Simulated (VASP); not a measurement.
# MoS2 in VASP: notebook

Runs on MoS2. Level: LDA. Tasks: single point.

All numbers are computed with VASP 6.6.1; they aren't measurements. Logs are shortened: lines on timing, memory, paths and dates and some standing lists are left out, and cuts for length are marked.

## (1) The structure

The cell holds a sheet with vacuum, 6 atoms: a = 3.121 Å, b = 3.121 Å, c = 24.320 Å, α = 90.00°, β = 90.00°, γ = 120.00°.

The cell was built by a generator and needn't be a form met in nature.

## (2) Single point, LDA

INCAR

```
SYSTEM = MoS2
  PREC = Accurate
  ENCUT = 520
  EDIFF = 1E-7
  ISMEAR = 0
  SIGMA = 0.01
  LREAL = .FALSE.
  LASPH = .TRUE.
  NELM = 100
  ALGO = Fast
  ISIF = 2
  LWAVE = .FALSE.
  LCHARG = .FALSE.
  GGA = CA
  NBANDS = 35
```

KPOINTS

```
regular mesh
0
G
  12 12 1
  0 0 0
```

POSCAR

```
MoS2
1.0
    3.1210449014      0.0000000000      0.0000000000
   -1.5605224507      2.7029041710      0.0000000000
    0.0000000000      0.0000000000     24.3200000000
S Mo
4 2
Direct
    0.3333333333      0.6666666667      0.3121578480
    0.3333333333      0.6666666667      0.4399118373
    0.6666666667      0.3333333333      0.5600881627
    0.6666666667      0.3333333333      0.6878421520
    0.6666666667      0.3333333333      0.3759728829
    0.3333333333      0.6666666667      0.6240271171
```

Potentials or basis: VASP PAW LDA potentials, release 64 (S, Mo_sv).

The run is started by

```
$ cat potpaw_LDA.64/S/POTCAR potpaw_LDA.64/Mo_sv/POTCAR > POTCAR
$ mpirun -np 1 vasp_std > vasp.out
```

OUTCAR:

```text
SYSTEM = MoS2
   PREC = Accurate
   ENCUT = 520
   EDIFF = 1E-7
   ISMEAR = 0
   LREAL = .FALSE.
   LASPH = .TRUE.
   NELM = 100
   ISIF = 2
   GGA = CA

 ion  position               nearest neighbor table
   1  0.333  0.667  0.312-   5 2.38   5 2.38   5 2.38
   2  0.333  0.667  0.440-   5 2.38   5 2.38   5 2.38
   3  0.667  0.333  0.560-   6 2.38   6 2.38   6 2.38
   4  0.667  0.333  0.688-   6 2.38   6 2.38   6 2.38
   5  0.667  0.333  0.376-   1 2.38   1 2.38   1 2.38   2 2.38   2 2.38   2 2.38
   6  0.333  0.667  0.624-   4 2.38   4 2.38   4 2.38   3 2.38   3 2.38   3 2.38

  LATTYP: Found a hexagonal cell.
 ALAT       =     3.1210449014
 C/A-ratio  =     7.7922621328

  Lattice vectors:

 A1 = (   3.1210449014,   0.0000000000,   0.0000000000)
 A2 = (  -1.5605224507,   2.7029041710,   0.0000000000)
 A3 = (   0.0000000000,   0.0000000000,  24.3200000000)

Analysis of symmetry for initial positions (statically):
=====================================================================
 Subroutine PRICEL returns:
 Original cell was already a primitive cell.

 Routine SETGRP: Setting up the symmetry group for a
 hexagonal supercell.

 Subroutine GETGRP returns: Found 12 space group operations
 (whereof 12 operations were pure point group operations)
 out of a pool of 24 trial point group operations.

The static configuration has the point symmetry D_3d.

Analysis of symmetry for dynamics (positions and initial velocities):
=====================================================================
 Subroutine PRICEL returns:
 Original cell was already a primitive cell.

 Routine SETGRP: Setting up the symmetry group for a
 hexagonal supercell.

 Subroutine GETGRP returns: Found 12 space group operations
 (whereof 12 operations were pure point group operations)
 out of a pool of 24 trial point group operations.

The dynamic configuration has the point symmetry D_3d.

 Subroutine INISYM returns: Found 12 space group operations
 (whereof 12 operations are pure point group operations),
 and found     1 'primitive' translations

----------------------------------------------------------------------------------------

                                     Primitive cell

  volume of cell :     205.1607

  direct lattice vectors                    reciprocal lattice vectors
     3.121044901  0.000000000  0.000000000     0.320405515  0.184986211  0.000000000
[... 93 lines left out ...]
   NFREE  =      0    steps in history (QN), initial steepest desc. (CG)
   ISIF   =      2    stress and relaxation
   ISYM   =      2    0-nonsym 1-usesym 2-fastsym
   POTIM  = 0.5000    time-step for ionic-motion
   TEBEG  =    0.0;   TEEND  =   0.0 temperature during run
   PSTRESS=    0.0 pullay stress
   NELECT =      52.0000    total number of electrons
   NUPDOWN=      -1.0000    fix difference up-down
   EMIN   =  10.00;   EMAX   =-10.00  energy-range for DOS
   EFERMI =   0.00;   METHOD = LEGACY
   ISMEAR =     0;   SIGMA  =   0.01  broadening in eV -4-tet -1-fermi 0-gaus
   EFERMI_NEDOS =   21; number of points for ismear=-14 and -15
   IALGO  =     68    algorithm
   IMIX   =      4    mixing-type and parameters
     AMIX     =   0.40;   BMIX     =  1.00
     AMIX_MAG =   1.60;   BMIX_MAG =  1.00
  volume/ion in A,a.u.               =      34.19       230.75
  Fermi-wavevector in a.u.,A,eV,Ry     =   1.036043  1.957838 14.604297  1.073386
  Thomas-Fermi vector in A             =   2.170415
   LORBIT       =      0    0 simple, 1 ext, 2 COOP (PROOUT), +10 PAW based schemes
   GGA     = CA    functional components
   LHFCALC =     F    Hartree Fock is set to
   AEXX    =    0.0000 exact exchange contribution
   IVDW    =     0    specifies the selected vdW correction
   LEPSILON=     F    determine dielectric tensor
   LRPA    =     F    only Hartree local field effects (RPA)
 non-spin polarized calculation
 RMM-DIIS sequential band-by-band and
 Gauss-broadening in eV      SIGMA  =   0.01
  energy-cutoff  :      520.00
  volume of cell :      205.16
 maximum number of plane-waves:      5558
 NGX is ok and might be reduce to    24

 number of electron      51.9999998 magnetization

 Free energy of the ion-electron system (eV)
  ---------------------------------------------------
  ext. energy  EPLUGINS =         0.00000000
  ---------------------------------------------------
  free energy    TOTEN  =       -48.84647080 eV

  energy without entropy =      -48.84647080  energy(sigma->0) =      -48.84647080

 E-fermi :   1.1830     XC(G=0):  -6.0872

 val. band max:        1.0595634298   @ k =   0.0000   0.0000   0.0000
 cond. band min:       2.2479827917   @ k =   0.1667   0.1667   0.0000
 fundamental gap:      1.1884193619
 Fermi energy:         1.1830325095

 k-point     1 :       0.0000    0.0000    0.0000
  band No.  band energies     occupation
      1     -59.8776      2.00000
      2     -59.8776      2.00000
      3     -34.2728      2.00000
      4     -34.2727      2.00000
      5     -33.9785      2.00000
      6     -33.9785      2.00000
[... 711 lines left out ...]
     34       5.7304      0.00000
     35       7.4508      0.00000

------------------------ aborting loop because EDIFF is reached ----------------------------------------

  FORCE on cell =-STRESS in cart. coord.  units (eV):
  Direction    XX          YY          ZZ          XY          YZ          ZX
  --------------------------------------------------------------------------------------
  -------------------------------------------------------------------------------------
  Total        0.0961215      0.0961215      0.0626252      0.0000000      0.0000000     -0.0000000
  in kB        0.7506487      0.7506487      0.4890638      0.0000000      0.0000000     -0.0000000
  external PRESSURE =       0.6634538 kB  Pullay stress =       0.0000000 kB

 VOLUME and BASIS-vectors are now :
 -----------------------------------------------------------------------------
  energy-cutoff  :      520.00
  volume of cell :      205.16
      direct lattice vectors                 reciprocal lattice vectors
     3.121044901  0.000000000  0.000000000     0.320405515  0.184986211  0.000000000
    -1.560522451  2.702904171  0.000000000     0.000000000  0.369972421  0.000000000
     0.000000000  0.000000000 24.320000000     0.000000000  0.000000000  0.041118421

 POSITION                                       TOTAL-FORCE (eV/Angst)
 -----------------------------------------------------------------------------------
     -0.00000      1.80194      7.59168         0.000000      0.000000     -0.016912
     -0.00000      1.80194     10.69866        -0.000000     -0.000000      0.015938
      1.56052      0.90097     13.62134        -0.000000      0.000000     -0.015938
      1.56052      0.90097     16.72832        -0.000000      0.000000      0.016912
      1.56052      0.90097      9.14366         0.000000     -0.000000     -0.000555
     -0.00000      1.80194     15.17634        -0.000000      0.000000      0.000555
 -----------------------------------------------------------------------------------
    total drift:                                0.000000     -0.000000      0.000000

  FREE ENERGIE OF THE ION-ELECTRON SYSTEM (eV)
  ---------------------------------------------------
  free  energy   TOTEN  =       -48.8464707970 eV

  energy  without entropy=      -48.8464707970  energy(sigma->0) =      -48.84647080
```

It took 4.2 min on 1 thread of Intel Xeon Platinum 8488C (Sapphire Rapids), shared host; peak memory 0.31 GiB.

What came out:

```
Free energy            : -48.8465 eV
Largest force          : 0.017 eV/Å
Band gap on the k mesh : 1.19 eV, indirect (least direct gap 1.82 eV)
```

Forces on the atoms (eV/Å):
```
S    0.000  0.000 -0.017
S    0.000  0.000  0.016
S    0.000  0.000 -0.016
S    0.000  0.000  0.017
Mo   0.000  0.000 -0.001
Mo   0.000  0.000  0.001
```

Expect the measured gap to be larger: semilocal functionals such as LDA lack the derivative discontinuity.

## (3) Single point, LDA

This run uses another cell than the first one, of 35.05 Å³/atom, 1.025 times its volume.

INCAR

```
SYSTEM = MoS2
ALGO = Fast
EDIFF = 1E-6
ENCUT = 520
GGA = CA
ISIF = 2
ISMEAR = 0
LASPH = .True.
LCHARG = .False.
LREAL = .False.
LWAVE = .False.
NBANDS = 35
NELM = 100
PREC = Accurate
SIGMA = 0.01
```

KPOINTS

```
k-points
0
Gamma
  12 12 1
  0 0 0
```

POSCAR

```
MoS2
1.0
    3.1600000000      0.0000000000      0.0000000000
   -1.5800000000      2.7366402760      0.0000000000
    0.0000000000      0.0000000000     24.3200000000
S Mo
4 2
Direct
    0.3333333333      0.6666666667      0.3083881579
    0.3333333333      0.6666666667      0.4366776316
    0.6666666667      0.3333333333      0.5633223684
    0.6666666667      0.3333333333      0.6916118421
    0.6666666667      0.3333333333      0.3725328947
    0.3333333333      0.6666666667      0.6274671053
```

Potentials or basis: VASP PAW LDA potentials, release 64 (S, Mo_sv).

The run is started by

```
$ cat potpaw_LDA.64/S/POTCAR potpaw_LDA.64/Mo_sv/POTCAR > POTCAR
$ mpirun -np 1 vasp_std > vasp.out
```

OUTCAR:

```text
SYSTEM = MoS2
   EDIFF = 1E-6
   ENCUT = 520
   GGA = CA
   ISIF = 2
   ISMEAR = 0
   LASPH = .True.
   LREAL = .False.
   NELM = 100
   PREC = Accurate

 ion  position               nearest neighbor table
   1  0.333  0.667  0.308-   5 2.40   5 2.40   5 2.40
   2  0.333  0.667  0.437-   5 2.40   5 2.40   5 2.40
   3  0.667  0.333  0.563-   6 2.40   6 2.40   6 2.40
   4  0.667  0.333  0.692-   6 2.40   6 2.40   6 2.40
   5  0.667  0.333  0.373-   1 2.40   1 2.40   1 2.40   2 2.40   2 2.40   2 2.40
   6  0.333  0.667  0.627-   4 2.40   4 2.40   4 2.40   3 2.40   3 2.40   3 2.40

  LATTYP: Found a hexagonal cell.
 ALAT       =     3.1600000000
 C/A-ratio  =     7.6962025316

  Lattice vectors:

 A1 = (   3.1600000000,   0.0000000000,   0.0000000000)
 A2 = (  -1.5800000000,   2.7366402760,   0.0000000000)
 A3 = (   0.0000000000,   0.0000000000,  24.3200000000)

Analysis of symmetry for initial positions (statically):
[... 176 lines left out ...]
  energy without entropy =      -48.80047259  energy(sigma->0) =      -48.80047259

 E-fermi :   0.8938     XC(G=0):  -6.0649

 val. band max:        0.8250418419   @ k =   0.0000   0.0000   0.0000
 cond. band min:       2.0946363895   @ k =   0.1667   0.1667   0.0000
 fundamental gap:      1.2695945476
 Fermi energy:         0.8938191190

 k-point     1 :       0.0000    0.0000    0.0000
  band No.  band energies     occupation
      1     -60.0903      2.00000
      2     -60.0903      2.00000
      3     -34.4509      2.00000
      4     -34.4509      2.00000
      5     -34.2043      2.00000
      6     -34.2043      2.00000
[... 711 lines left out ...]
     34       5.3306      0.00000
     35       7.2123      0.00000

------------------------ aborting loop because EDIFF is reached ----------------------------------------

  FORCE on cell =-STRESS in cart. coord.  units (eV):
  Direction    XX          YY          ZZ          XY          YZ          ZX
  --------------------------------------------------------------------------------------
  -------------------------------------------------------------------------------------
  Total       -3.0761842     -3.0761842     -2.5861689      0.0000000      0.0000000     -0.0000000
  in kB      -23.4344382    -23.4344382    -19.7014909      0.0000000      0.0000000     -0.0000000
  external PRESSURE =     -22.1901225 kB  Pullay stress =       0.0000000 kB

 VOLUME and BASIS-vectors are now :
 -----------------------------------------------------------------------------
  energy-cutoff  :      520.00
  volume of cell :      210.31
      direct lattice vectors                 reciprocal lattice vectors
     3.160000000  0.000000000  0.000000000     0.316455696  0.182705781  0.000000000
    -1.580000000  2.736640276  0.000000000     0.000000000  0.365411563  0.000000000
     0.000000000  0.000000000 24.320000000     0.000000000  0.000000000  0.041118421

 POSITION                                       TOTAL-FORCE (eV/Angst)
 -----------------------------------------------------------------------------------
     -0.00000      1.82443      7.50000         0.000000      0.000000      0.391898
     -0.00000      1.82443     10.62000         0.000000      0.000000     -0.305562
      1.58000      0.91221     13.70000        -0.000000     -0.000000      0.305562
      1.58000      0.91221     16.82000        -0.000000      0.000000     -0.391898
      1.58000      0.91221      9.06000         0.000000      0.000000     -0.027923
     -0.00000      1.82443     15.26000        -0.000000     -0.000000      0.027923
 -----------------------------------------------------------------------------------
    total drift:                               -0.000000      0.000000     -0.000000

  FREE ENERGIE OF THE ION-ELECTRON SYSTEM (eV)
  ---------------------------------------------------
  free  energy   TOTEN  =       -48.8004725866 eV

  energy  without entropy=      -48.8004725866  energy(sigma->0) =      -48.80047259
```

Run time: 3.7 min. Hardware: 1 thread of Intel Xeon Platinum 8488C (Sapphire Rapids), shared host; peak memory 0.31 GiB.

Results:

```yaml
Free_energy: -48.8005 eV
Largest_force: 0.392 eV/Å
Band_gap_on_the_k_mesh: 1.27 eV, indirect (least direct gap 1.72 eV)
```

Forces on the atoms (eV/Å):
```
S    0.000  0.000  0.392
S    0.000  0.000 -0.306
S    0.000  0.000  0.306
S    0.000  0.000 -0.392
Mo   0.000  0.000 -0.028
Mo   0.000  0.000  0.028
```

## (4) Single point, LDA

INCAR

```
SYSTEM = MoS2
PREC = Accurate ; ENCUT = 520
EDIFF = 1E-6 ; ISMEAR = 0
SIGMA = 0.01 ; LREAL = .False.
LASPH = .True. ; NELM = 100
ALGO = Fast ; ISIF = 2
LWAVE = .False. ; LCHARG = .False.
GGA = CA ; NBANDS = 35
```

KPOINTS

```
Automatic mesh
0
Gamma
  12 12 1
  0 0 0
```

POSCAR

```
MoS2
1.0
    3.1210449014      0.0000000000      0.0000000000
   -1.5605224507      2.7029041710      0.0000000000
    0.0000000000      0.0000000000     24.3200000000
S Mo
4 2
Direct
    0.3333333333      0.6666666667      0.3121578480
    0.3333333333      0.6666666667      0.4399118373
    0.6666666667      0.3333333333      0.5621440838
    0.6666666667      0.3333333333      0.6898980730
    0.6666666667      0.3333333333      0.3759728829
    0.3333333333      0.6666666667      0.6260830381
```

The run is started by

```
$ cat potpaw_LDA.64/S/POTCAR potpaw_LDA.64/Mo_sv/POTCAR > POTCAR
$ mpirun -np 1 vasp_std > vasp.out
```

It took 3.1 min on 1 thread of Intel Xeon Platinum 8488C (Sapphire Rapids), shared host; peak memory 0.3 GiB.

The run converged. Its results:

```yaml
Free_energy: -48.8460 eV
Largest_force: 0.030 eV/Å
Band_gap_on_the_k_mesh: 1.23 eV, indirect (least direct gap 1.82 eV)
```

Forces in eV/Å, atoms in the order of the input:
```
S    0.000  0.000 -0.017
S    0.000  0.000  0.030
S    0.000  0.000 -0.030
S    0.000  0.000  0.017
Mo   0.000  0.000  0.007
Mo   0.000  0.000 -0.007
```

Levels at points of the mesh, in eV from the valence-band top:
| k point | band 24 | band 25 | band 26 | band 27 | band 28 | band 29 |
| --- | --- | --- | --- | --- | --- | --- |
| (0.00, 0.00, 0.00) | -1.81 | -0.80 | 0.00 | 2.44 | 2.44 | 2.46 |
| (0.50, 0.00, 0.00) | -1.28 | -1.18 | -1.12 | 1.96 | 1.99 | 2.40 |

A hybrid or GW would open this gap; LDA tends to underestimate it.

## (5) Overview

```csv
cell,further INCAR settings,gap on the mesh (eV),largest force (eV/Å)
"P-3m1, 34.19 Å³/atom",ALGO = Fast; EDIFF = 1e-07; NBANDS = 35,1.19,0.02
"P-3m1, 35.05 Å³/atom",ALGO = Fast; EDIFF = 1e-06; NBANDS = 35,1.27,0.39
"P-3m1, 34.19 Å³/atom",ALGO = Fast; EDIFF = 1e-06; NBANDS = 35,1.23,0.03
```

Some of these runs hold the atoms at other places in the same cell, which the table doesn't show; runs alike in all that it shows share one row.

Alike in all rows: task single point; level LDA; potentials or basis VASP PAW LDA potentials, release 64 (S, Mo_sv); no spin polarisation; k mesh 12 × 12 × 1; cutoff (eV) 520; smearing gaussian 0.01 eV.

On the cell as given the gap runs from 1.19 eV (LDA) to 1.27 eV (LDA).

Absolute energies hang on the potentials; compare differences alone.
